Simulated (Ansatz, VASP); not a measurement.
## One calculation of Zn, two programs

```
Zn
1.0
     0.00000    1.96289    1.96289
     1.96289    0.00000    1.96289
     1.96289    1.96289    0.00000
Zn
1
Direct
  0.00000 0.00000 0.00000
```

Alike in both runs: task single point; functional PBE; k mesh 18 × 18 × 18; occupations gaussian, width 0.05 eV; non-collinear spin, spin-orbit coupling.

|  | VASP | Ansatz |
| --- | --- | --- |
| version | VASP 6.6.1 | Ansatz 0.2.0 |
| potentials or method | VASP PAW PBE potentials, release 64 (Zn) | plane waves, PAW |
| plane-wave cutoff (eV) | 520 | 420 |
| valence electrons in the cell | 12 | 12 |

```csv
,VASP,Ansatz,Ansatz less VASP
gap on the k mesh at the Fermi level (eV),none,none,-
pressure (GPa),0.5,0.1,-0.41
net moment per atom (μB),0.00,0.00,0.000
```

A gap of «none» marks a metal or a gap that the smearing closes.
